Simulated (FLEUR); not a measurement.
K: equation of state with r2SCAN

Crystal: K.

```
K
1.0
    -2.69756    2.69756    2.69756
     2.69756   -2.69756    2.69756
     2.69756    2.69756   -2.69756
K
1
Cartesian
  0.0000 0.0000 0.0000
```

```yaml
Program: FLEUR MaX-R8.1 (later development tree)
Task: equation of state
Functional: r2SCAN
Potentials_or_basis: all-electron
Basis: FLAPW
Kmax: 4.1 1/bohr
k_mesh: 7 × 7 × 7
Occupations: fermi-dirac, width 0.05 eV
Spin: no spin polarisation
Gmax: 12.7 1/bohr
Muffin-tin_radii: K 2.66 bohr
lmax: K 11
Local_orbitals_a_species: K 5
```

```
Equilibrium volume : 76.19 Å³/atom (rough: see the caveat)
Bulk modulus       : 4.9 GPa (rough)
```

Energy against volume, from the lowest point:
| volume (Å³/atom) | energy (meV/atom) |
| --- | --- |
| 73.807 | 0.82 |
| 75.378 | 0.37 |
| 78.519 | 0.00 |
| 81.659 | 4.43 |
| 83.230 | 5.42 |

Caveat: the fit is doubtful: noisy points or a state that changes with volume; the meta-GGA is that of a development version, with a GGA for the radial functions and cores and without core tails.
